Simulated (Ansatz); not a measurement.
This concerns the formation energy of Li3N (P6/mmm) from the elements. Reaction: 3 Li (bcc) + 1/2 N2 (gas) → Li3N (P6/mmm). The sign is products less reactants. The value is per atom of the solid.

Li3N (P6/mmm), 4 atoms in the cell. Conventional cell: a = 3.6332 Å, b = 3.6332 Å, c = 3.8637 Å, α = 90.00°, β = 90.00°, γ = 120.00°.

Ansatz (a quantum-chemistry and plane-wave program) with PAW potentials; structures come from PBE relaxations, nuclei static, no net charge. Ansatz runs with its default PAW set. Other levels take these structures. HSE06 runs on coarser k-point meshes, mended by the PBE difference between the two meshes. Some cells are metallic or hold partly filled levels, where a hybrid on a coarse mesh is less sure. The lattices are those relaxed with PBE, so at other levels the solids can be strained, which adds to the spread. A dispersion term (D3(BJ), or D4 for r2SCAN) was computed beside these levels and is taken off wherever the name lacks it.

Measured enthalpy at 298 K, from tabulated formation enthalpies: -0.43 eV/atom (as tabulated in arXiv:2310.18187). It holds thermal and zero-point parts that the computed values lack, which would shift all levels alike, taken here as about 0.04 eV/atom at most.

### Question
How far does each level (PBE, LDA, PBEsol, RPBE, r2SCAN, HSE06) fall from the measured value, and which comes closest?

### Answer
```json
[
 {"Method": "PBEsol", "computed (eV/atom)": "-0.41", "computed less measured": "0.02"},
 {"Method": "r2SCAN", "computed (eV/atom)": "-0.45", "computed less measured": "-0.02"},
 {"Method": "PBE", "computed (eV/atom)": "-0.38", "computed less measured": "0.05"},
 {"Method": "HSE06", "computed (eV/atom)": "-0.38", "computed less measured": "0.05"},
 {"Method": "LDA", "computed (eV/atom)": "-0.56", "computed less measured": "-0.13"},
 {"Method": "RPBE", "computed (eV/atom)": "-0.28", "computed less measured": "0.15"}
]
```

PBEsol comes closest as the numbers stand, but a common shift within 0.04 eV/atom could hand that to r2SCAN or PBE or HSE06; RPBE misses by 0.15 eV/atom.
